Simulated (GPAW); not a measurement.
# Ge (I4_1/amd) in GPAW: convergence with smearing function

Aim: find how far smearing function must go before the results for Ge settle, at r2SCAN. This setting moves, with any that are tied to it; all else stays.

Program: GPAW 26.7.0. These are calculated values, not measurements. Logs are shortened: lines on timing, memory, paths and dates and some standing lists are left out, and cuts for length are marked. The log counts tension as positive stress, the text compression.

## Step 1: The crystal as given

It takes space group I4_1/amd (No. 141, tetragonal). Conventional cell: a = 5.149 Å, b = 5.149 Å, c = 2.795 Å, α = 90.00°, β = 90.00°, γ = 90.00°. Ge (site symmetry -4m2) has 6 Ge at 2.67 to 2.79 Å as nearest neighbours.

This isn't the form of Ge at room conditions, which is diamond.

## Step 2: With smearing function fermi-dirac

run.py

```python
from ase.dft.bandgap import bandgap
from ase.io import read, write
from ase.units import GPa
from gpaw import GPAW, PW

atoms = read('Ge.xyz')

calc = GPAW(mode=PW(600),
            xc='MGGA_X_R2SCAN+MGGA_C_R2SCAN',
            kpts={'size': (8, 8, 8), 'gamma': True},
            occupations={'name': 'fermi-dirac', 'width': 0.1},
            nbands=11,
            convergence={'density': 1e-05, 'energy': 1e-05},
            maxiter=100,
            txt='gpaw.txt')
atoms.calc = calc
energy = atoms.get_potential_energy()
forces = atoms.get_forces()
stress = atoms.get_stress()
calc.write('gs.gpw')
write('result.traj', atoms)
print(f'Energy: {energy:.6f} eV')
print('Forces (eV/A):')
print(forces.round(4))
print('Stress (GPa):', (stress / GPa).round(3))
print('Fermi level:', round(calc.get_fermi_level(), 4), 'eV')
print(f'Gap: {bandgap(calc)[0]:.4f} eV, direct: {bandgap(calc, direct=True)[0]:.4f} eV')
```

Ge.xyz

```xyz
2
Lattice="-2.5744897190 2.5744897190 1.3974126432 2.5744897190 -2.5744897190 1.3974126432 2.5744897190 2.5744897190 -1.3974126432" Properties=species:S:1:pos:R:3 pbc="T T T"
Ge     0.0000000000      0.0000000000      1.3974126432
Ge     2.5744897190      0.0000000000      0.6987063216
```

Potentials or basis: GPAW PAW data sets (gpaw-data 1.2.1), pw.

Started as:

```bash
$ OMP_NUM_THREADS=1 python run.py
```

Run time: 1.7 min. Hardware: 1 thread of Arm Neoverse V1, shared host; peak memory 0.2 GiB.

The run converged. Its results:

```yaml
Free_energy: -24.2645 eV
Pressure: 0.3 GPa
Band_gap_on_the_k_mesh: none (metal or under the smearing width)
```

## Step 3: With smearing function gaussian

Edit run.py of step 2 so:

```diff
@@ -10,3 +10,3 @@
             kpts={'size': (8, 8, 8), 'gamma': True},
-            occupations={'name': 'fermi-dirac', 'width': 0.1},
+            occupations={'name': 'methfessel-paxton', 'order': 0, 'width': 0.1},
             nbands=11,
```

Ge.xyz is that of step 2.

Potentials or basis: GPAW PAW data sets (gpaw-data 1.2.1), pw.

Started as:

```bash
$ OMP_NUM_THREADS=1 python run.py
```

Run time: 96 s. Hardware: 1 thread of Arm Neoverse V1, shared host; peak memory 0.2 GiB.

It converged, with:

- Free energy: -24.2516 eV
- Pressure: 0.2 GPa
- Band gap on the k mesh: none (metal or under the smearing width)

## Step 4: With smearing function marzari-vanderbilt

Edit run.py of step 3 so:

```diff
@@ -10,3 +10,3 @@
             kpts={'size': (8, 8, 8), 'gamma': True},
-            occupations={'name': 'methfessel-paxton', 'order': 0, 'width': 0.1},
+            occupations={'name': 'marzari-vanderbilt', 'width': 0.1},
             nbands=11,
```

Ge.xyz is that of step 3.

Started as:

```bash
$ OMP_NUM_THREADS=1 python run.py
```

Wall time 98 s (1 thread of Arm Neoverse V1, shared host); peak memory 0.2 GiB.

The run converged. Its results:

```yaml
Free_energy: -24.2491 eV
Pressure: 0.1 GPa
Band_gap_on_the_k_mesh: none (metal or under the smearing width)
```

## Step 5: With smearing function methfessel-paxton

Edit run.py of step 4 so:

```diff
@@ -10,3 +10,3 @@
             kpts={'size': (8, 8, 8), 'gamma': True},
-            occupations={'name': 'marzari-vanderbilt', 'width': 0.1},
+            occupations={'name': 'methfessel-paxton', 'width': 0.1, 'order': 1},
             nbands=11,
```

Ge.xyz is that of step 4.

Started as:

```bash
$ OMP_NUM_THREADS=1 python run.py
```

Run time: 98 s. Hardware: 1 thread of Arm Neoverse V1, shared host; peak memory 0.2 GiB.

Results (log left out):

```yaml
Free_energy: -24.2497 eV
Pressure: 0.1 GPa
Band_gap_on_the_k_mesh: none (metal or under the smearing width)
```

## Step 6: With smearing function tetrahedron-method

Edit run.py of step 5 so:

```diff
@@ -10,3 +10,3 @@
             kpts={'size': (8, 8, 8), 'gamma': True},
-            occupations={'name': 'methfessel-paxton', 'width': 0.1, 'order': 1},
+            occupations={'name': 'tetrahedron-method'},
             nbands=11,
```

Ge.xyz is that of step 5.

Potentials or basis: GPAW PAW data sets (gpaw-data 1.2.1), pw.

Started as:

```bash
$ OMP_NUM_THREADS=1 python run.py
```

It took 11 min on 1 thread of Arm Neoverse V1, shared host.

The calculation hadn't finished when its time ran out.

## Step 7: With smearing function improved-tetrahedron-method

Edit run.py of step 6 so:

```diff
@@ -10,3 +10,3 @@
             kpts={'size': (8, 8, 8), 'gamma': True},
-            occupations={'name': 'tetrahedron-method'},
+            occupations={'name': 'improved-tetrahedron-method'},
             nbands=11,
```

Ge.xyz is that of step 6.

Started as:

```bash
$ OMP_NUM_THREADS=1 python run.py
```

Wall time 11 min (1 thread of Arm Neoverse V1, shared host); peak memory 0.2 GiB.

The run did not converge.

## Step 8: With smearing function fixed

Edit run.py of step 7 so:

```diff
@@ -10,3 +10,3 @@
             kpts={'size': (8, 8, 8), 'gamma': True},
-            occupations={'name': 'improved-tetrahedron-method'},
+            occupations={'width': 0.0},
             nbands=11,
```

Ge.xyz is that of step 7.

Potentials or basis: GPAW PAW data sets (gpaw-data 1.2.1), pw.

Started as:

```bash
$ OMP_NUM_THREADS=1 python run.py
```

gpaw.txt:

```text
__  _  _
 | _ |_)|_||  |
 |__||  | ||/\| - 26.7.0

Input parameters:
  mode=PW(ecut=600.0),
  convergence={'density': 1e-05, 'energy': 1e-05},
  kpts=MonkhorstPack(size=(8, 8, 8), gamma=True),
  maxiter=100,
  nbands=11,
  occupations=Occupations(width=0.0),
  xc=XC(name='MGGA_X_R2SCAN+MGGA_C_R2SCAN')

Diagonalizing LCAO Hamiltonian
Converting LCAO to pw mode

       Ge    Ge

Atoms  # Å, Bohr magnetons
|   | symbol |        x |        y |        z |    initial magnetic moments |
|---|--------|----------|----------|----------|-----------------------------|
| 0 |     Ge | 0.000000 | 0.000000 | 1.397413 | ( 0.0000,  0.0000,  0.0000) |
| 1 |     Ge | 2.574490 | 0.000000 | 0.698706 | ( 0.0000,  0.0000,  0.0000) |

Unit cell  # Å
| periodic |         x |         y |         z |  lengths |     angles |
|----------|-----------|-----------|-----------|----------|------------|
|      yes | -2.574490 |  2.574490 |  1.397413 | 3.899841 |  97.376984 |
|      yes |  2.574490 | -2.574490 |  1.397413 | 3.899841 |  97.376984 |
|      yes |  2.574490 |  2.574490 | -1.397413 | 3.899841 | 138.005201 |

Number of symmetries: 8
Symmetry operations  # r_c * U_cc + t_c -> r_c
|   | kind |            matrix            |
|---|------|------------------------------|
| 0 |  σ   |  1, 1, 1,  0, 0,-1,  0,-1, 0 |
| 1 |  E   |  1, 0, 0,  0, 1, 0,  0, 0, 1 |
| 2 |  C2  |  0, 1, 0,  1, 0, 0, -1,-1,-1 |
| 3 |  S4  |  0, 0, 1, -1,-1,-1,  0, 1, 0 |
| 4 |  σ   |  0, 0,-1,  1, 1, 1, -1, 0, 0 |
| 5 |  C2  |  0,-1, 0, -1, 0, 0,  0, 0,-1 |
| 6 |  C2  | -1, 0, 0,  0,-1, 0,  1, 1, 1 |
| 7 |  S4  | -1,-1,-1,  0, 0, 1,  1, 0, 0 |

BZ-sampling:
  Number of BZ points: 512
  Number of IBZ points: 59

  Monkhorst-Pack size: [8, 8, 8]
  Monkhorst-Pack shift: [0.0625, 0.0625, 0.0625]

K-points  # in reciprocal-cell coordinates
|     |                                coordinates |     weight |
|-----|--------------------------------------------|------------|
|   0 | (  0.00000000,   0.00000000,   0.00000000) | 0.00195312 |
|   1 | (  0.12500000,  -0.12500000,   0.00000000) | 0.00781250 |
|   2 | (  0.12500000,  -0.12500000,   0.12500000) | 0.00781250 |
|   3 | (  0.12500000,   0.00000000,   0.00000000) | 0.01562500 |
|   4 | (  0.12500000,   0.12500000,  -0.12500000) | 0.00390625 |
|   5 | (  0.25000000,  -0.25000000,   0.00000000) | 0.00781250 |
|   6 | (  0.25000000,  -0.25000000,   0.12500000) | 0.01562500 |
|   7 | (  0.25000000,  -0.25000000,   0.25000000) | 0.00781250 |
|   8 | (  0.25000000,  -0.12500000,   0.00000000) | 0.03125000 |
|   9 | (  0.25000000,  -0.12500000,   0.12500000) | 0.01562500 |
| ... |                                            |            |
|  58 | (  0.50000000,   0.50000000,   0.50000000) | 0.00195312 |

Plane wave coefficients: 1258
Cutoff: 600.0 eV

Spin-components: 1 (collinear spins)
Bands:           11
Projectors:      10
Spin-degeneracy: 2
Datatype:        complex128

Parallelization:
  kpt:    1
  domain: 1
  band:   1

Density:
  Valence electrons: 8.0
  Components: 1
  Grid points: [24 24 24]
  Charge: 0.0  # |e|

Potential:
  Grid points: [24 24 24]

species:
  Ge:
    name:    Germanium
    Z:       32.0
    valence: 4
    core:    28
    charge:  0.0  # [|e|]
    compensation charges:
      type: gauss
      rc: 0.32  # [Å]
      lmax: 2
    cutoffs:
      filter: 1.77  # [Å]
      core: 3.42  # [Å]
    projectors
    | kind |    occ | energy [eV] | rcut [Å] |
    |------|--------|-------------|----------|
    |   4s |  2.000 |     -11.726 |    1.005 |
    |   4p |  2.000 |      -3.896 |    1.005 |
    |    s |        |      15.485 |    1.005 |
    |    p |        |      23.315 |    1.005 |
    |    d |        |       0.000 |    1.005 |

    Using partial waves for Ge as LCAO basis

Reference energy: -114195.275705  # eV

eigensolver:
  PPCG
  Converge bands: occupied
  niter=2

density mixing:
  MSR1-Mixer
  Pratt-step length: 0.05
  Maximum mixing coefficient: 0.75
  Old densities: 10
  SVD Regularization: 0.005
  Good broyden scale: 1.0
  Trust region scale: 1.0
  Backstep threshold: 4.0
  History deletion threshold: 6.0
  Fourier metric: weight=20.0, sigma=0.015

occupation numbers:
  # Zero width

poisson solver:
  ecut: 4800.0  # eV

xc functional:
  name: MGGA_X_R2SCAN+MGGA_C_R2SCAN with 2 nearest neighbor stencil

convergence criteria:
- Maximum integral of absolute [dens]ity change: 1e-05 electrons / valence electron
- Maximum [total energy] change in last 3 cyles: 1e-05 eV / valence electron
- Maximum integral of absolute [eigenst]ate change: 4e-08 eV^2 / valence electron
maximum number of iterations: 100

SCF iterations
|iter     | |      energy | eigst |  dens |
|---------|-|-------------|-------|-------|
|iter:   1| |  -25.004030 | -0.65 |       |
|iter:   2| |  -24.187945 | -2.31 | -1.21 |
|iter:   3| |-4072.286384 | +3.24 | -1.17 |
|iter:   4| |  -22.799750 | +2.16 | +1.21 |
|iter:   5| |  -24.249995 | -0.71 | -1.34 |
|iter:   6| |  -24.249568 | -2.91 | -1.73 |
|iter:   7| |  -24.249676 | -3.41 | -1.88 |
|iter:   8| |  -24.249691 | -5.53 | -2.75 |
|iter:   9| |  -24.249684c| -6.53 | -2.78 |
|iter:  10| |  -24.249683c| -6.95 | -3.11 |
|iter:  11| |  -24.249683c| -7.20 | -3.31 |
|iter:  12| |  -24.249683c| -7.66c| -3.63 |
|iter:  13| |  -24.249683c| -7.73c| -3.99 |
|iter:  14| |  -24.249683c| -8.02c| -4.38 |
|iter:  15| |  -24.249683c| -8.24c| -4.72 |
|iter:  16| |  -24.249683c| -8.94c| -6.41c|

Converged in 16 steps
Energy contributions relative to reference atoms: (reference = -114195.275705)

Energy contributions:
  Kinetic:          16.620211
  Coulomb:         -14.203461
  Zero:             -0.049052
  External:          0.000000
  Xc:              -26.617381
  Entropy:           0.000000
  Spinorbit:         0.000000
  ----------------------------
  Free energy:     -24.249683
  Extrapolated:    -24.249683

dipole moment: (-3.284470, -13.523213, 4.561712)  # |e|*Ang

Fermi level: 7.789
Eigenvalues  # (at kpt = [0.000, 0.000, 0.000])
| band index |      eig [eV] | occ [0-2] |
|------------|---------------|-----------|
|          0 |        -6.059 |     2.000 |
|          1 |         3.737 |     2.000 |
|          2 |         5.336 |     2.000 |
|          3 |         5.336 |     2.000 |
|          4 |        11.615 |     0.000 |
|          5 |        15.872 |     0.000 |
|          6 |        15.872 |     0.000 |
|          7 |        16.441 |     0.000 |
|          8 |        16.680 |     0.000 |
|          9 |        19.775 |     0.000 |
|         10 |        20.693 |     0.000 |

No gap
No difference between direct/indirect transitions

Forces  # eV/Ang
|       x |       y |        z |
|---------|---------|----------|
| 0.00000 | 0.00000 | -0.00000 |  # Ge   0
| 0.00000 | 0.00000 | -0.00000 |  # Ge   1

Stress tensor  # eV/Ang^3
|        x |         y |         z |
|----------|-----------|-----------|
| 0.010817 |  0.000000 |  0.000000 |
| 0.000000 |  0.010817 | -0.000000 |
| 0.000000 | -0.000000 | -0.025647 |

# Writing to gs.gpw (mode='')
```

Run time: 96 s. Hardware: 1 thread of Arm Neoverse V1, shared host; peak memory 0.2 GiB.

What came out:

- Free energy: -24.2497 eV
- Pressure: 0.2 GPa
- Band gap on the k mesh: none (metal or under the smearing width)

## Step 9: The series at a glance

```tsv
smearing function	energy less the tightest run, at zero smearing (meV/atom)	pressure (GPa)	SCF cycles	CPU time (s)	peak memory (GiB)
fermi-dirac	0.38	0.27	16	100	0.2
gaussian	-0.05	0.17	16	96	0.2
marzari-vanderbilt	0.31	0.12	16	98	0.2
methfessel-paxton	-0.04	0.13	16	98	0.2
tetrahedron-method	timed out after 650 s	-	-	-	-
improved-tetrahedron-method	not converged	-	-	-	-
fixed	0.00	0.21	16	96	0.2
```

Against the tightest run, the energy stays within 1 meV/atom from fermi-dirac on; the pressure stays within 0.1 GPa from fermi-dirac on. Narrower smearing needs a denser k mesh, so at a fixed mesh the narrowest width isn't the most accurate. The tightest run that finished is the yardstick and may itself not be fully converged.

Caveats: the PAW data sets were made with another functional, which shifts forces and pressure a little.
